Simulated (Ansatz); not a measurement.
Molecular dynamics on a 1×1×1 supercell (3 atoms) of MoS2 (R3m), relaxed with r2SCAN+rVV10. Forces come from PBE in the plane-wave code Ansatz: a Langevin thermostat at fixed volume, 200 K, steps of 2 fs. Computed, non-magnetic; the trajectory is short and the cell small, so nothing here is a converged average.

```yaml
crystal:
  lattice:
    - [1.5875903435, 0.9165957122, 6.193928007]
    - [-1.5875903435, 0.9165957122, 6.193928007]
    - [0.0, -1.8331914244, 6.193928007]
  atoms:
    - { symbol: Mo, position: [9.65174e-05, 9.65174e-05, 9.65174e-05] }
    - { symbol: S, position: [0.2497906771, 0.2497906771, 0.2497906771] }
    - { symbol: S, position: [0.4171128055, 0.4171128055, 0.4171128055] }
kpoints:
  mp_grid: { grid: [6, 6, 6] }
hamiltonian:
  xc: pbe
scf:
  occupations: { method: fermi_dirac, width: 0.02 }
md:
  ensemble: nvt_langevin
  temperature: 200
  timestep: 2.0
  n_steps: 40
  initial_velocities: maxwell_boltzmann
  seed: 729
```

Command: `ansatz run input.yaml --threads 4 --pin off --max-ram 3686MiB --backend cpu --events-out ev --progress --plain --runs-dir out`. Wall time 2 min on 4 threads of Arm Neoverse N1, with other jobs on the host; peak host memory 0.49 GiB.

```
step  t (fs)  T (K)  free energy F from step 0 (meV/atom)  kinetic energy (meV/atom)  largest force (eV/Å)
   0       0    133                                   0.0                       17.2                  0.12
   1       2     99                                   0.5                       12.8                  0.26
   2       4     97                                   1.5                       12.6                  0.40
   3       6     89                                   2.9                       11.5                  0.53
   4       8    136                                   4.8                       17.5                  0.65
   5      10     93                                   7.1                       12.0                  0.78
   6      12     73                                   9.4                        9.5                  0.90
   7      14     72                                  11.7                        9.3                  0.99
   8      16     78                                  13.8                       10.1                  1.06
   9      18     95                                  16.1                       12.3                  1.12
  10      20     67                                  18.4                        8.7                  1.17
  11      22     60                                  20.1                        7.7                  1.18
  12      24     73                                  20.8                        9.4                  1.14
  13      26     77                                  20.9                       10.0                  1.09
  14      28     75                                  20.5                        9.7                  1.01
  15      30     92                                  19.2                       11.9                  0.91
  16      32    111                                  17.2                       14.4                  0.90
  17      34    114                                  15.4                       14.7                  0.89
  18      36    139                                  13.5                       18.0                  0.86
  19      38    149                                  11.7                       19.3                  0.80
  20      40    131                                  10.0                       17.0                  0.74
  21      42    150                                   8.4                       19.4                  0.66
  22      44    219                                   7.0                       28.3                  0.58
  23      46    221                                   6.1                       28.6                  0.50
  24      48    234                                   5.6                       30.3                  0.44
  25      50    240                                   5.7                       31.0                  0.46
  26      52    278                                   6.4                       36.0                  0.56
  27      54    259                                   7.4                       33.5                  0.67
  28      56    213                                   8.9                       27.5                  0.78
  29      58    218                                  10.8                       28.2                  0.88
  30      60    196                                  12.7                       25.3                  0.97
  31      62    222                                  14.7                       28.7                  1.05
  32      64    175                                  16.7                       22.6                  1.11
  33      66    169                                  18.6                       21.8                  1.16
  34      68    153                                  20.0                       19.8                  1.20
  35      70    150                                  20.6                       19.4                  1.23
  36      72    128                                  20.5                       16.5                  1.23
  37      74    176                                  19.5                       22.7                  1.21
  38      76    142                                  18.1                       18.4                  1.17
  39      78    164                                  16.7                       21.2                  1.12
  40      80    171                                  15.1                       22.1                  1.05
```

The temperature starts at 133 K, is lowest at step 11 (60 K, 22 fs) and ends at 171 K. The atoms start on their lattice sites with kinetic energy alone, so much of it first passes into potential energy. The first value is 2/3 of the setting, since velocities are drawn without the motion of the centre of mass and T is counted over all atoms. By the last step the atoms have moved 0.05 Å in the root mean square, the drift of the whole cell taken out, 0.07 Å at most.

Positions (Å) and forces (eV/Å) at step 40:
```
Mo   0.006   0.015   0.106     0.029  -0.221   0.766
S   -0.003   0.040   4.737     0.083  -0.221   0.178
S    0.021  -0.037   7.922    -0.112   0.442  -0.944
```
